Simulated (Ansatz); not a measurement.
# C: the cost of one run

Computed with Ansatz 0.2.0 (DFT PBE, scalar-relativistic, unless a step's input says otherwise).

## 1. The structure to begin with

Symmetry: Fd-3m, No. 227, cubic system. Conventional cell: a = 3.567 Å, b = 3.567 Å, c = 3.567 Å, α = 90.00°, β = 90.00°, γ = 90.00°. C (site symmetry -43m) has 4 C at 1.54 Å as nearest neighbours.

Structure file:

```cif
data_structure
_symmetry_space_group_name_H-M 'Fd-3m:1'
_symmetry_Int_Tables_number 227
_cell_length_a 3.5668
_cell_length_b 3.5668
_cell_length_c 3.5668
_cell_angle_alpha 90.000
_cell_angle_beta 90.000
_cell_angle_gamma 90.000
_cell_volume 45.38
loop_
_atom_site_label
_atom_site_type_symbol
_atom_site_symmetry_multiplicity
_atom_site_Wyckoff_symbol
_atom_site_fract_x
_atom_site_fract_y
_atom_site_fract_z
_atom_site_occupancy
C1 C 8 a 0.50000 0.00000 0.50000 1
```

The file gives the conventional cell by its symmetry; the runs use the cell typed in the input.

Atoms are numbered in the order of the input: C1, C2.

## 2. The deformed structure

Space group Fd-3m before, I4_1/amd after.

## 3. LAPW, all electrons

Contents of input.yaml:

```yaml
crystal:
  lattice:
    - [0.0, 1.765566, 1.7834]
    - [1.765566, 0.0, 1.7834]
    - [1.765566, 1.765566, 0.0]
  atoms:
    - { symbol: C, position: [0.5, 0.5, 0.5] }
    - { symbol: C, position: [0.75, 0.75, 0.75] }
kpoints:
  mp_grid: { grid: [20, 20, 20] }
  band_path:
    path:
      - [0.0, 0.0, 0.0]
      - [0.0, 0.5, 0.5]
      - [0.25, 0.75, 0.5]
      - [0.0, 0.5, 0.0]
      - [0.0, 0.0, 0.0]
      - [0.5, 0.5, 0.0]
      - [0.3725125, 0.6274875, 0.0]
      - [-0.3725125, 0.3725125, 0.0]
      - [0.0, 0.0, 0.0]
    npoints: 5
scf:
  occupations: { method: fermi_dirac, width: 0.08 }
hamiltonian:
  xc: pbe
  pseudopotentials: { kind: all_electron, lapw: { basis_error: 0.0005 } }
output:
  forces: true
  stress: true
  eigenvalues: true
```

On the command line:

```console
$ ansatz run input.yaml --threads 1 --pin off --max-ram 3072MiB --backend cpu --events-out ev --progress --plain --runs-dir out
```

**Question.** How long does this run take on 1 thread of Intel Xeon 6975P-C (Granite Rapids), shared host, and how much memory does it need?

About 21 s, with a peak of 0.69 GiB.
